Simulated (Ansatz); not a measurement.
# Re at several levels of theory

One geometry, relaxed with PBE, and single points on it; plane waves with PAW potentials in Ansatz, scalar-relativistic unless the row names spin-orbit coupling. No spin polarisation. Meshes are on the primitive cell of 4 atoms. Gaps are the least over mesh and band path; pressure is positive in compression. Smearing is Gaussian, 0.10 eV.

```yaml
crystal:
  lattice:
    - [2.77673, 0.00000, 0.00000]
    - [-1.38836, 2.40471, 0.00000]
    - [0.00000, 0.00000, 8.95055]
  atoms:
    - { symbol: Re, position: [0.00000, 0.00000, 0.00000] }
    - { symbol: Re, position: [0.33333, 0.66667, 0.25000] }
    - { symbol: Re, position: [0.00000, 0.00000, 0.50000] }
    - { symbol: Re, position: [0.66667, 0.33333, 0.75000] }
```

| level | cutoff (eV) | k mesh | gap (eV) | pressure (GPa) | rough cost with bands (core-min) |
| --- | --- | --- | --- | --- | --- |
| PBE | 420 | 18×18×6 | 0 | 0.0 | 1.4 |
| r2SCAN | 500 | 18×18×6 | 0 | -6.4 | 2.5 |
| PBE with spin-orbit coupling | 420 | 18×18×6 | 0 | 0.6 | 4 |
| LDA | 420 | 18×18×6 | 0 | -15.6 | 1.4 |

Spin-orbit coupling is left out except in a row that names it, which matters for the bands of heavy elements.